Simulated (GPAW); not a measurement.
# SnO2 (P1) in GPAW: single point with PBE

Aim: the single point of SnO2 with PBE.

Program: GPAW 26.7.0. These are calculated values, not measurements. Logs are shortened: lines on timing, memory, paths and dates and some standing lists are left out, and cuts for length are marked. The log counts tension as positive stress, the text compression.

## Step 1: The cell of the first run

The typed cell holds 6 atoms: a = 3.298 Å, b = 5.009 Å, c = 5.805 Å, α = 104.00°, β = 90.45°, γ = 110.57°.

The cell comes from a database or a generator and needn't be the stable form of this composition.

## Step 2: Single point, PBE (cell sheared at random, sigma 0.06, atoms nudged by 0.01 Å)

Input file run.py:

```python
from ase import Atoms
from ase.dft.bandgap import bandgap
from ase.io import write
from ase.units import GPa
from gpaw import GPAW, PW

atoms = Atoms(['Sn', 'Sn', 'O', 'O', 'O', 'O'],
              cell=[[3.29794662, 0.01365557, -0.04170346],
                    [-1.7069329, 1.09523883, 4.58032633],
                    [-0.02365215, -5.80329988, -0.1573554]],
              scaled_positions=[[0.25060783, 0.49821424, 0.74782988],
                                [0.74958771, 0.49903182, 0.24902442],
                                [0.85743066, 0.71230277, 0.61986012],
                                [0.35317266, 0.71407192, 0.12004968],
                                [0.64636825, 0.28800335, 0.88472574],
                                [0.14283289, 0.2883759, 0.37851017]],
              pbc=True)

calc = GPAW(mode=PW(650),
            xc='PBE',
            kpts={'size': (5, 4, 3), 'gamma': True},
            occupations={'name': 'fermi-dirac', 'width': 0.05},
            nbands=43,
            maxiter=120,
            txt='gpaw.txt')
atoms.calc = calc
energy = atoms.get_potential_energy()
forces = atoms.get_forces()
stress = atoms.get_stress()
calc.write('gs.gpw')
write('result.traj', atoms)
print(f'Energy: {energy:.6f} eV')
print('Forces (eV/A):')
print(forces.round(4))
print('Stress (GPa):', (stress / GPa).round(3))
print('Fermi level:', round(calc.get_fermi_level(), 4), 'eV')
print(f'Gap: {bandgap(calc)[0]:.4f} eV, direct: {bandgap(calc, direct=True)[0]:.4f} eV')
```

Potentials or basis: GPAW PAW data sets (gpaw-data 1.2.1), pw.

Started as:

```console
OMP_NUM_THREADS=1 python run.py
```

gpaw.txt:

```text
__  _  _
 | _ |_)|_||  |
 |__||  | ||/\| - 26.7.0

Input parameters:
  mode=PW(ecut=650.0),
  kpts=MonkhorstPack(size=(5, 4, 3), gamma=True),
  maxiter=120,
  nbands=43,
  occupations=Occupations(name='fermi-dirac', width=0.05),
  xc=XC(name='PBE')

Diagonalizing LCAO Hamiltonian
Converting LCAO to pw mode

          O

            OSn

        Sn

           O

Atoms  # Å, Bohr magnetons
|   | symbol |         x |         y |        z |    initial magnetic moments |
|---|--------|-----------|-----------|----------|-----------------------------|
| 0 |     Sn | -0.041615 | -3.790795 | 2.153858 | ( 0.0000,  0.0000,  0.0000) |
| 1 |     Sn |  1.614396 | -0.888368 | 2.215283 | ( 0.0000,  0.0000,  0.0000) |
| 2 |      O |  1.597246 | -2.805384 | 3.129283 | ( 0.0000,  0.0000,  0.0000) |
| 3 |      O | -0.056968 |  0.090218 | 3.237063 | ( 0.0000,  0.0000,  0.0000) |
| 4 |      O |  1.619160 | -4.810070 | 1.152977 | ( 0.0000,  0.0000,  0.0000) |
| 5 |      O | -0.030136 | -1.878817 | 1.255338 | ( 0.0000,  0.0000,  0.0000) |

Unit cell  # Å
| periodic |         x |         y |         z |  lengths |     angles |
|----------|-----------|-----------|-----------|----------|------------|
|      yes |  3.297947 |  0.013656 | -0.041703 | 3.298239 | 104.002058 |
|      yes | -1.706933 |  1.095239 |  4.580326 | 5.009247 |  90.450907 |
|      yes | -0.023652 | -5.803300 | -0.157355 | 5.805481 | 110.571896 |

Number of symmetries: 1
Symmetry operations  # r_c * U_cc + t_c -> r_c
|   | kind |            matrix            |
|---|------|------------------------------|
| 0 |  E   |  1, 0, 0,  0, 1, 0,  0, 0, 1 |

BZ-sampling:
  Number of BZ points: 60
  Number of IBZ points: 31

  Monkhorst-Pack size: [5, 4, 3]
  Monkhorst-Pack shift: [0.0, 0.125, 0.0]

K-points  # in reciprocal-cell coordinates
|     |                                coordinates |     weight |
|-----|--------------------------------------------|------------|
|   0 | (  0.00000000,   0.00000000,   0.00000000) | 0.01666667 |
|   1 | (  0.00000000,   0.00000000,   0.33333333) | 0.03333333 |
|   2 | (  0.00000000,   0.25000000,  -0.33333333) | 0.03333333 |
|   3 | (  0.00000000,   0.25000000,   0.00000000) | 0.03333333 |
|   4 | (  0.00000000,   0.25000000,   0.33333333) | 0.03333333 |
|   5 | (  0.00000000,   0.50000000,   0.00000000) | 0.01666667 |
|   6 | (  0.00000000,   0.50000000,   0.33333333) | 0.03333333 |
|   7 | (  0.20000000,  -0.25000000,  -0.33333333) | 0.03333333 |
|   8 | (  0.20000000,  -0.25000000,   0.00000000) | 0.03333333 |
|   9 | (  0.20000000,  -0.25000000,   0.33333333) | 0.03333333 |
| ... |                                            |            |
|  30 | (  0.40000000,   0.50000000,   0.33333333) | 0.03333333 |

Plane wave coefficients: 3281
Cutoff: 650.0 eV

Spin-components: 1 (collinear spins)
Bands:           43
Projectors:      32
Spin-degeneracy: 2
Datatype:        complex128

Parallelization:
  kpt:    1
  domain: 1
  band:   1

Density:
  Valence electrons: 52.0
  Components: 1
  Grid points: [20 30 35]
  Charge: 0.0  # |e|

Potential:
  Grid points: [20 30 35]

species:
  Sn:
    name:    Tin
    Z:       50.0
    valence: 14
    core:    36
    charge:  0.0  # [|e|]
    compensation charges:
      type: gauss
      rc: 0.38  # [Å]
      lmax: 2
    cutoffs:
      filter: 2.23  # [Å]
      core: 2.35  # [Å]
    projectors
    | kind |    occ | energy [eV] | rcut [Å] |
    |------|--------|-------------|----------|
    |   5s |  2.000 |     -10.538 |    1.201 |
    |   5p |  2.000 |      -3.696 |    1.270 |
    |   4d | 10.000 |     -25.845 |    1.185 |
    |    s |        |      16.674 |    1.201 |
    |    p |        |      23.515 |    1.270 |
    |    d |        |       1.367 |    1.185 |

    Using partial waves for Sn as LCAO basis

  O:
    name:    Oxygen
    Z:       8.0
    valence: 6
    core:    2
    charge:  0.0  # [|e|]
    compensation charges:
      type: gauss
      rc: 0.21  # [Å]
      lmax: 2
    cutoffs:
      filter: 1.17  # [Å]
      core: 0.83  # [Å]
    projectors
    | kind |    occ | energy [eV] | rcut [Å] |
    |------|--------|-------------|----------|
    |   2s |  2.000 |     -23.961 |    0.688 |
    |   2p |  4.000 |      -9.029 |    0.598 |
    |    s |        |       3.251 |    0.688 |
    |    p |        |      18.182 |    0.598 |
    |    d |        |       0.000 |    0.619 |

    Using partial waves for O as LCAO basis

Reference energy: -344184.795819  # eV

eigensolver:
  PPCG
  Converge bands: occupied
  niter=2

density mixing:
  MSR1-Mixer
  Pratt-step length: 0.05
  Maximum mixing coefficient: 0.75
  Old densities: 10
  SVD Regularization: 0.005
  Good broyden scale: 1.0
  Trust region scale: 1.0
  Backstep threshold: 4.0
  History deletion threshold: 6.0
  Fourier metric: weight=20.0, sigma=0.015

occupation numbers:
  Fermi-Dirac:
    width: 0.0500  # eV

poisson solver:
  ecut: 5200.0  # eV

xc functional:
  name: PBE with 2 nearest neighbor stencil

convergence criteria:
- Maximum [total energy] change in last 3 cyles: 0.0005 eV / valence electron
- Maximum integral of absolute [dens]ity change: 0.0001 electrons / valence electron
- Maximum integral of absolute [eigenst]ate change: 4e-08 eV^2 / valence electron
maximum number of iterations: 120

SCF iterations
|iter     | |      energy | eigst |  dens |
|---------|-|-------------|-------|-------|
|iter:   1| |  -43.116239 | +0.43 |       |
|iter:   2| |  -41.626491 | -1.30 | -0.87 |
|iter:   3| |  -37.618327 | -0.81 | -0.93 |
|iter:   4| |  -37.570477 | -2.54 | -1.46 |
|iter:   5| |  -37.575134 | -3.21 | -1.75 |
|iter:   6| |  -37.575403c| -3.85 | -2.67 |
|iter:   7| |  -37.574814c| -4.55 | -2.88 |
|iter:   8| |  -37.574893c| -5.59 | -3.26 |
|iter:   9| |  -37.574881c| -6.10 | -3.68 |
|iter:  10| |  -37.574883c| -7.17 | -4.13c|
|iter:  11| |  -37.574883c| -7.97c| -4.69c|

Converged in 11 steps
Energy contributions relative to reference atoms: (reference = -344184.795819)

Energy contributions:
  Kinetic:          46.890368
  Coulomb:         -44.015872
  Zero:              0.265170
  External:          0.000000
  Xc:              -40.714549
  Entropy:          -0.000001
  Spinorbit:         0.000000
  ----------------------------
  Free energy:     -37.574883
  Extrapolated:    -37.574883

dipole moment: (0.026667, -0.162917, -0.030694)  # |e|*Ang

Fermi level: 4.312
Eigenvalues  # (at kpt = [0.000, 0.000, 0.000])
| band index |      eig [eV] | occ [0-2] |
|------------|---------------|-----------|
|          0 |       -17.066 |     2.000 |
|        ... |               |           |
|         18 |         1.854 |     2.000 |
|         19 |         2.004 |     2.000 |
|         20 |         2.357 |     2.000 |
|         21 |         2.405 |     2.000 |
|         22 |         2.430 |     2.000 |
|         23 |         2.801 |     2.000 |
|         24 |         2.955 |     2.000 |
|         25 |         3.519 |     2.000 |
|         26 |         4.866 |     0.000 |
|         27 |         8.676 |     0.000 |
|         28 |         8.950 |     0.000 |
|         29 |        11.335 |     0.000 |
|         30 |        12.683 |     0.000 |
|         31 |        13.585 |     0.000 |
|         32 |        14.076 |     0.000 |
|         33 |        15.319 |     0.000 |
|        ... |               |           |
|         42 |        21.945 |     0.000 |

Gap: 1.205 eV
Transition (v -> c):
  (s=0, k=12, n=25, [0.20, 0.00, 0.33]) -> (s=0, k=0, n=26, [0.00, 0.00, 0.00])
Direct/indirect transitions are different
Direct gap: 1.347 eV
Transition at: (s=0, k=0, n=25, [0.00, 0.00, 0.00])

Forces  # eV/Ang
|        x |        y |        z |
|----------|----------|----------|
| -0.02488 | -0.31875 |  0.10524 |  # Sn   0
| -0.06236 | -0.02886 |  0.20897 |  # Sn   1
|  0.24060 | -0.50309 | -0.10706 |  # O    2
|  0.41169 | -0.42348 | -0.09260 |  # O    3
| -0.34992 |  0.89391 | -0.07432 |  # O    4
| -0.21526 |  0.38015 | -0.04090 |  # O    5

Stress tensor  # eV/Ang^3
|         x |        y |         z |
|-----------|----------|-----------|
|  0.054008 | 0.006734 | -0.016165 |
|  0.006734 | 0.080643 |  0.030809 |
| -0.016165 | 0.030809 |  0.014129 |

# Writing to gs.gpw (mode='')
```

Run time: 94 s. Hardware: 1 thread of Arm Neoverse V1, shared host; peak memory 0.25 GiB.

What came out:

| Property | Result |
| --- | --- |
| Free energy | -37.5749 eV |
| Pressure | -7.9 GPa |
| Largest force | 0.963 eV/Å |
| Band gap on the k mesh | 1.20 eV |

Forces on the atoms (eV/Å):
```
Sn  -0.025 -0.319  0.105
Sn  -0.062 -0.029  0.209
O    0.241 -0.503 -0.107
O    0.412 -0.423 -0.093
O   -0.350  0.894 -0.074
O   -0.215  0.380 -0.041
```

Stress tensor (GPa, compression positive):
```
 -8.65  -1.08   2.59
 -1.08 -12.92  -4.94
  2.59  -4.94  -2.26
```

Levels at points of the mesh, in eV from the valence-band top:
| k point | band 24 | band 25 | band 26 | band 27 | band 28 | band 29 |
| --- | --- | --- | --- | --- | --- | --- |
| (0.00, 0.00, 0.00) | -0.86 | -0.71 | -0.14 | 1.20 | 5.02 | 5.29 |
| (0.00, 0.50, 0.00) | -1.18 | -0.56 | -0.02 | 2.73 | 4.77 | 5.29 |

Caveat: the k mesh is coarse; the cutoff is short for stress and forces, so pressures can be off by a GPa or more; spin-orbit coupling is left out, which moves the levels of the heavy elements; an odd mesh through Γ misses points on the zone boundary, where band edges often lie.
